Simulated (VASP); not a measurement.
# Cs (P2_1/c) in VASP: single point with PBE

Aim: the single point of Cs with PBE.

Program: VASP 6.6.1. These are calculated values, not measurements. Logs are shortened: lines on timing, memory, paths and dates and some standing lists are left out, and cuts for length are marked.

**1. The crystal as given**

Symmetry: P2_1/c, No. 14, monoclinic system. Conventional cell: a = 9.277 Å, b = 10.084 Å, c = 10.073 Å, α = 90.00°, β = 114.40°, γ = 90.00°.

The cell was built by a generator and needn't be a form met in nature.

**2. Single point, PBE**

File INCAR:

```
SYSTEM = Cs
PREC = Accurate
ENCUT = 520
EDIFF = 1E-7
ISMEAR = 0
SIGMA = 0.1
LREAL = .False.
LASPH = .True.
NELM = 100
ALGO = Fast
ISIF = 2
LWAVE = .False.
LCHARG = .True.
GGA = PE
LELF = .True.
LVHAR = .True.
NBANDS = 36
```

File KPOINTS:

```
regular mesh
0
Gamma
  2 2 2
  0 0 0
```

File POSCAR:

```
Cs
1.0
    9.2773293952      0.0000000000      0.0000000000
    0.0000000000     10.0837343727      0.0000000000
   -4.1613875221      0.0000000000      9.1737305918
Cs
6
Direct
    0.0000000000      0.0000000000      0.0000000000
    0.0000000000      0.5000000000      0.5000000000
    0.4250000000      0.3600000000      0.2650000000
    0.5750000000      0.8600000000      0.2350000000
    0.5750000000      0.6400000000      0.7350000000
    0.4250000000      0.1400000000      0.7650000000
```

Potentials or basis: VASP PAW PBE potentials, release 64 (Cs_sv).

Started as:

```bash
$ cat potpaw_PBE.64/Cs_sv/POTCAR > POTCAR
$ mpirun -np 1 vasp_std > vasp.out
```

OUTCAR:

```text
SYSTEM = Cs
   PREC = Accurate
   ENCUT = 520
   EDIFF = 1E-7
   ISMEAR = 0
   LREAL = .False.
   LASPH = .True.
   NELM = 100
   ISIF = 2
   GGA = PE

 ion  position               nearest neighbor table
   1  0.000  0.000  0.000-
   2  0.000  0.500  0.500-
   3  0.425  0.360  0.265-
   4  0.575  0.860  0.235-
   5  0.575  0.640  0.735-
   6  0.425  0.140  0.765-

  LATTYP: Found a simple monoclinic cell.
 ALAT       =     9.2773293952
 B/A-ratio  =     1.0869221026
 C/A-ratio  =     1.0858140041
 COS(beta)  =    -0.4131043283

  Lattice vectors:

 A1 = (   9.2773293952,   0.0000000000,   0.0000000000)
 A2 = (   0.0000000000,  10.0837343727,   0.0000000000)
 A3 = (  -4.1613875221,   0.0000000000,   9.1737305918)

Analysis of symmetry for initial positions (statically):
=====================================================================
 Subroutine PRICEL returns:
 Original cell was already a primitive cell.

 Routine SETGRP: Setting up the symmetry group for a
 simple monoclinic supercell.

 Subroutine GETGRP returns: Found  4 space group operations
 (whereof  2 operations were pure point group operations)
 out of a pool of  4 trial point group operations.

The static configuration has the point symmetry S_2 .
 The point group associated with its full space group is C_2h.

Analysis of symmetry for dynamics (positions and initial velocities):
=====================================================================
 Subroutine PRICEL returns:
 Original cell was already a primitive cell.

 Routine SETGRP: Setting up the symmetry group for a
 simple monoclinic supercell.

 Subroutine GETGRP returns: Found  4 space group operations
 (whereof  2 operations were pure point group operations)
 out of a pool of  4 trial point group operations.

The dynamic configuration has the point symmetry S_2 .
 The point group associated with its full space group is C_2h.

 Subroutine INISYM returns: Found  4 space group operations
 (whereof  2 operations are pure point group operations),
 and found     1 'primitive' translations

----------------------------------------------------------------------------------------

                                     Primitive cell

  volume of cell :     858.2036

  direct lattice vectors                    reciprocal lattice vectors
     9.277329395  0.000000000  0.000000000     0.107789640  0.000000000  0.048895535
     0.000000000 10.083734373  0.000000000     0.000000000  0.099169609  0.000000000
    -4.161387522  0.000000000  9.173730592     0.000000000  0.000000000  0.109006907

  length of vectors
     9.277329395 10.083734373 10.073454178     0.118361226  0.099169609  0.109006907

  position of ions in fractional coordinates (direct lattice)
     0.000000000  0.000000000  0.000000000
     0.000000000  0.500000000  0.500000000
     0.425000000  0.360000000  0.265000000
     0.575000000  0.860000000  0.235000000
     0.575000000  0.640000000  0.735000000
     0.425000000  0.140000000  0.765000000

  ion indices of the primitive-cell ions
   primitive index   ion index
                 1           1
                 2           2
                 3           3
                 4           4
                 5           5
                 6           6

----------------------------------------------------------------------------------------

 KPOINTS: regular mesh

Automatic generation of k-mesh.
 Grid dimensions read from file:
 generate k-points for:    2    2    2

 Generating k-lattice:

  Cartesian coordinates                     Fractional coordinates (reciprocal lattice)
     0.053894820  0.000000000  0.024447767     0.500000000  0.000000000  0.000000000
     0.000000000  0.049584805  0.000000000     0.000000000  0.500000000  0.000000000
     0.000000000  0.000000000  0.054503454     0.000000000  0.000000000  0.500000000

  Length of vectors
     0.059180613  0.049584805  0.054503454

  Shift w.r.t. Gamma in fractional coordinates (k-lattice)
     0.000000000  0.000000000  0.000000000

 Subroutine IBZKPT returns following result:
 ===========================================

 Found      8 irreducible k-points:

 Following reciprocal coordinates:
            Coordinates               Weight
  0.000000  0.000000  0.000000      1.000000
  0.500000  0.000000 -0.000000      1.000000
  0.000000  0.500000  0.000000      1.000000
  0.500000  0.500000 -0.000000      1.000000
  0.000000  0.000000  0.500000      1.000000
  0.500000  0.000000  0.500000      1.000000
  0.000000  0.500000  0.500000      1.000000
  0.500000  0.500000  0.500000      1.000000
   k-points           NKPTS =      8   k-points in BZ     NKDIM =      8   number of bands    NBANDS=     36
   number of dos      NEDOS =    301   number of ions     NIONS =      6
   total plane-waves  NPLWV = 448000
   dimension x,y,z NGX =    70 NGY =   80 NGZ =   80
   dimension x,y,z NGXF=   140 NGYF=  160 NGZF=  160
   ions per type =               6
   NGX,Y,Z   is equivalent  to a cutoff of  12.54, 13.19, 13.20 a.u.
   NGXF,Y,Z  is equivalent  to a cutoff of  25.09, 26.38, 26.41 a.u.
 SYSTEM =  Cs
   PREC   = accura    normal or accurate (medium, high low for compatibility)
   ISTART =      0    job   : 0-new  1-cont  2-samecut
   ICHARG =      2    charge: 1-file 2-atom 10-const
   ISPIN  =      1    spin polarized calculation?
   LNONCOLLINEAR =      F non collinear calculations
   LSORBIT =      F    spin-orbit coupling
   LASPH  =      T    aspherical Exc in radial PAW
   ENCUT  =  520.0 eV  38.22 Ry    6.18 a.u.  17.25 18.75 18.73*2*pi/ulx,y,z
   NELM   =    100;   NELMIN=  2; NELMDL= -5     # of ELM steps
   EDIFF  = 0.1E-06   stopping-criterion for ELM
   LREAL  =      F    real-space projection
   EDIFFG = 0.1E-05   stopping-criterion for IOM
   NSW    =      0    number of steps for IOM
   IBRION =     -1    ionic relax: 0-MD 1-quasi-New 2-CG
   NFREE  =      0    steps in history (QN), initial steepest desc. (CG)
   ISIF   =      2    stress and relaxation
   ISYM   =      2    0-nonsym 1-usesym 2-fastsym
   POTIM  = 0.5000    time-step for ionic-motion
   TEBEG  =    0.0;   TEEND  =   0.0 temperature during run
   PSTRESS=    0.0 pullay stress
   NELECT =      54.0000    total number of electrons
   NUPDOWN=      -1.0000    fix difference up-down
   EMIN   =  10.00;   EMAX   =-10.00  energy-range for DOS
   EFERMI =   0.00;   METHOD = LEGACY
   ISMEAR =     0;   SIGMA  =   0.10  broadening in eV -4-tet -1-fermi 0-gaus
   EFERMI_NEDOS =   21; number of points for ismear=-14 and -15
   IALGO  =     68    algorithm
   IMIX   =      4    mixing-type and parameters
     AMIX     =   0.40;   BMIX     =  1.00
     AMIX_MAG =   1.60;   BMIX_MAG =  1.00
  volume/ion in A,a.u.               =     143.03       965.24
  Fermi-wavevector in a.u.,A,eV,Ry     =   0.651142  1.230481  5.768685  0.423986
  Thomas-Fermi vector in A             =   1.720647
   LORBIT       =      0    0 simple, 1 ext, 2 COOP (PROOUT), +10 PAW based schemes
   GGA     = PE    functional components
   LHFCALC =     F    Hartree Fock is set to
   AEXX    =    0.0000 exact exchange contribution
   IVDW    =     0    specifies the selected vdW correction
   LEPSILON=     F    determine dielectric tensor
   LRPA    =     F    only Hartree local field effects (RPA)
 non-spin polarized calculation
 RMM-DIIS sequential band-by-band and
 Gauss-broadening in eV      SIGMA  =   0.10
  energy-cutoff  :      520.00
  volume of cell :      858.20
 maximum number of plane-waves:     23143
 NGX is ok and might be reduce to    70
   NGX = 35   NGY = 37   NGZ = 37

 number of electron      54.0000000 magnetization

 Free energy of the ion-electron system (eV)
  ---------------------------------------------------
  ext. energy  EPLUGINS =         0.00000000
  ---------------------------------------------------
  free energy    TOTEN  =        -4.69748372 eV

  energy without entropy =       -4.67516316  energy(sigma->0) =       -4.68632344

 E-fermi :   0.0846     XC(G=0):  -4.8325

 val. band max:        0.0621712865   @ k =   0.5000   0.0000   0.5000
 cond. band min:       0.2362599468   @ k =   0.5000   0.5000   0.5000
 fundamental gap:      0.1740886603
 Fermi energy:         0.0846317862

 k-point     1 :       0.0000    0.0000    0.0000
  band No.  band energies     occupation
      1     -24.0535      2.00000
      2     -24.0529      2.00000
      3     -24.0287      2.00000
      4     -24.0255      2.00000
      5     -24.0242      2.00000
      6     -24.0240      2.00000
[... 28 lines left out ...]
     35       1.1237      0.00000
     36       1.1769      0.00000

 k-point     2 :       0.5000    0.0000   -0.0000
  band No.  band energies     occupation
      1     -24.0531      2.00000
      2     -24.0529      2.00000
      3     -24.0293      2.00000
      4     -24.0252      2.00000
      5     -24.0243      2.00000
      6     -24.0240      2.00000
[... 28 lines left out ...]
     35       1.0389      0.00000
     36       1.0610      0.00000

 k-point     3 :       0.0000    0.5000    0.0000
  band No.  band energies     occupation
      1     -24.0532      2.00000
      2     -24.0532      2.00000
      3     -24.0268      2.00000
      4     -24.0268      2.00000
      5     -24.0244      2.00000
      6     -24.0244      2.00000
[... 28 lines left out ...]
     35       1.2146      0.00000
     36       1.2396      0.00000

 k-point     4 :       0.5000    0.5000   -0.0000
  band No.  band energies     occupation
      1     -24.0530      2.00000
      2     -24.0530      2.00000
      3     -24.0271      2.00000
      4     -24.0271      2.00000
      5     -24.0243      2.00000
      6     -24.0243      2.00000
[... 28 lines left out ...]
     35       1.2729      0.00000
     36       1.3169      0.00000

 k-point     5 :       0.0000    0.0000    0.5000
  band No.  band energies     occupation
      1     -24.0532      2.00000
      2     -24.0532      2.00000
      3     -24.0273      2.00000
      4     -24.0273      2.00000
      5     -24.0238      2.00000
      6     -24.0238      2.00000
[... 28 lines left out ...]
     35       1.3058      0.00000
     36       1.3260      0.00000

 k-point     6 :       0.5000    0.0000    0.5000
  band No.  band energies     occupation
      1     -24.0530      2.00000
      2     -24.0530      2.00000
      3     -24.0275      2.00000
      4     -24.0275      2.00000
      5     -24.0238      2.00000
      6     -24.0238      2.00000
[... 28 lines left out ...]
     35       1.3075      0.00000
     36       1.3170      0.00000

 k-point     7 :       0.0000    0.5000    0.5000
  band No.  band energies     occupation
      1     -24.0532      2.00000
      2     -24.0532      2.00000
      3     -24.0265      2.00000
      4     -24.0265      2.00000
      5     -24.0247      2.00000
      6     -24.0247      2.00000
[... 28 lines left out ...]
     35       1.2926      0.00000
     36       1.3993      0.00000

 k-point     8 :       0.5000    0.5000    0.5000
  band No.  band energies     occupation
      1     -24.0530      2.00000
      2     -24.0530      2.00000
      3     -24.0268      2.00000
      4     -24.0268      2.00000
      5     -24.0246      2.00000
      6     -24.0246      2.00000
[... 28 lines left out ...]
     35       1.3919      0.00000
     36       1.4165      0.00000

------------------------ aborting loop because EDIFF is reached ----------------------------------------

  FORCE on cell =-STRESS in cart. coord.  units (eV):
  Direction    XX          YY          ZZ          XY          YZ          ZX
  --------------------------------------------------------------------------------------
  -------------------------------------------------------------------------------------
  Total        0.1970169     -0.1154806     -0.8620097      0.0000000      0.0000000      0.4849467
  in kB        0.3678102     -0.2155904     -1.6092829      0.0000000      0.0000000      0.9053452
  external PRESSURE =      -0.4856877 kB  Pullay stress =       0.0000000 kB

 VOLUME and BASIS-vectors are now :
 -----------------------------------------------------------------------------
  energy-cutoff  :      520.00
  volume of cell :      858.20
      direct lattice vectors                 reciprocal lattice vectors
     9.277329395  0.000000000  0.000000000     0.107789640  0.000000000  0.048895535
     0.000000000 10.083734373  0.000000000     0.000000000  0.099169609  0.000000000
    -4.161387522  0.000000000  9.173730592     0.000000000  0.000000000  0.109006907

 POSITION                                       TOTAL-FORCE (eV/Angst)
 -----------------------------------------------------------------------------------
      0.00000      0.00000      0.00000         0.000000      0.000000     -0.000000
     -2.08069      5.04187      4.58687         0.000000      0.000000     -0.000000
      2.84010      3.63014      2.43104        -0.034636      0.017985     -0.085201
      4.35654      8.67201      2.15583         0.034636      0.017985      0.085201
      2.27584      6.45359      6.74269         0.034636     -0.017985      0.085201
      0.75940      1.41172      7.01790        -0.034636     -0.017985     -0.085201
 -----------------------------------------------------------------------------------
    total drift:                               -0.000000      0.000000     -0.000000

  FREE ENERGIE OF THE ION-ELECTRON SYSTEM (eV)
  ---------------------------------------------------
  free  energy   TOTEN  =        -4.6974837182 eV

  energy  without entropy=       -4.6751631640  energy(sigma->0) =       -4.68632344
```

It took 4.6 min on 1 thread of Intel Xeon 6975P-C (Granite Rapids), shared host; peak memory 0.9 GiB.

Results:

- Free energy: -4.6975 eV
- Pressure: 0.0 GPa
- Largest force: 0.094 eV/Å
- Band gap on the k mesh: none (metal or under the smearing width)

Forces in eV/Å, atoms in the order of the input:
```
Cs   0.000  0.000  0.000
Cs   0.000  0.000  0.000
Cs  -0.035  0.018 -0.085
Cs   0.035  0.018  0.085
Cs   0.035 -0.018  0.085
Cs  -0.035 -0.018 -0.085
```

Stress tensor (GPa, compression positive):
```
 0.04  0.00  0.09
 0.00 -0.02  0.00
 0.09  0.00 -0.16
```

Caveat: the k mesh is coarse (spacing up to 0.37 Å⁻¹), so the values aren't converged. The run has no spin-orbit coupling, so splittings on Cs are missing.
